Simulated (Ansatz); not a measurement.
Ansatz input file:

```yaml
crystal:
  lattice:
    - [1.6473650576, 0.9511066595, 5.3225130097]
    - [-1.6473650576, 0.9511066595, 5.3225130097]
    - [0.0, -1.9022133189, 5.3225130097]
  atoms:
    - { symbol: Sn, position: [0.5, 0.5, 0.5] }
    - { symbol: O, position: [0.2422724737, 0.2422724737, 0.2422724737] }
    - { symbol: O, position: [0.7577275263, 0.7577275263, 0.7577275263] }
basis:
  ecutwfc: 420
kpoints:
  mp_grid: { grid: [12, 12, 12] }
hamiltonian:
  xc: pbe
scf:
  occupations: { method: gaussian, width: 0.02 }
output:
  forces: true
  stress: true
  eigenvalues: true
```

It can be run as
```bash
ansatz run input.yaml --threads 1 --pin off --backend cpu --events-out ev --progress --plain --runs-dir out  # memory cap (--max-ram) not shown
```

These are results of DFT PBE, scalar-relativistic, plane waves, PAW (Ansatz), not measurements.

Abridged output (final results; tables in files aren't shown):

```
SCF 1 converged in 6 iterations: F = -7157.930275 eV  dr2 = 1.92e-8
SCF converged after 6 iterations
Free energy (F): -7157.930275 eV
Harris-Foulkes:  -7157.930275 eV  (|F-HF|=1.12e-8)
Internal energy: -7157.930275 eV  (E = F + TS)
E sigma→0 (E₀):  -7157.930275 eV
Fermi energy:    4.976003 eV
--- Per-component energies (eV) ---
  E_band       = -177.032735
  E_kinetic    = 528.442813
  E_local      = -2108.282524  (includes V_loc(G=0)·N_el)
  E_nonlocal   = 65.151374
  E_hartree    = 1026.686694
  E_xc         = -525.202398
  E_vxc        = -278.499786  (∫ρ·V_xc dr)
  E_paw        = -4458.773790  (= ΣΔE_a)
  E_vpaw       = -437.227144  (= ΣTr[D̂ρ^β])
  E_aug_tail   = 0.004644  (compensation charges beyond the density's cutoff)
  E_ewald      = -1685.957089
  E_smearing   =  0.000000  (= −TS)
--- Forces (eV/Å), atoms counted from 1 ---
  atom   1  Sn     0.00000000     0.00000000     0.00000000
  atom   2  O      0.00000000     0.00000000    -2.40768387
  atom   3  O      0.00000000     0.00000000     2.40768387
--- Stress (GPa, compression-positive) ---
      -13.315541       0.000000       0.000000
        0.000000     -13.315541       0.000000
        0.000000       0.000000     -18.578696
  P = ⅓ Tr σ = -15.0699 GPa (-150.699 kbar)
--- Band table (eV; the first three rows and the last of 189) ---
  k-point 0: bands = ["-15.7453", "-15.7287", "-15.7287", "-15.5948", "-15.5948", "-12.8209", "-11.6245", "-0.4334", "3.4819", "3.4819", "3.7455", "3.7455", "4.1544", "5.7623", "9.4854", "14.5744", "14.5744"]
  k-point 1: bands = ["-15.7505", "-15.7312", "-15.7162", "-15.6125", "-15.5968", "-12.7706", "-11.5634", "-0.4614", "3.1384", "3.3575", "3.5702", "3.7833", "4.1501", "6.1130", "9.7893", "13.8901", "14.6087"]
  k-point 2: bands = ["-15.8154", "-15.7015", "-15.6825", "-15.6445", "-15.6018", "-12.6227", "-11.4045", "-0.5631", "2.4990", "3.0954", "3.1445", "3.8154", "4.1222", "6.8183", "10.5229", "12.8222", "14.6766"]
  k-point 188: bands = ["-15.7454", "-15.7286", "-15.7286", "-15.5948", "-15.5948", "-12.7557", "-11.7105", "-0.2474", "3.3808", "3.4426", "3.4426", "3.7818", "3.7818", "6.7118", "9.2431", "14.6465", "14.6465"]
```

The calculation finished and met its thresholds.

The cell holds layers, and where no dispersion correction was added their binding is poorly described.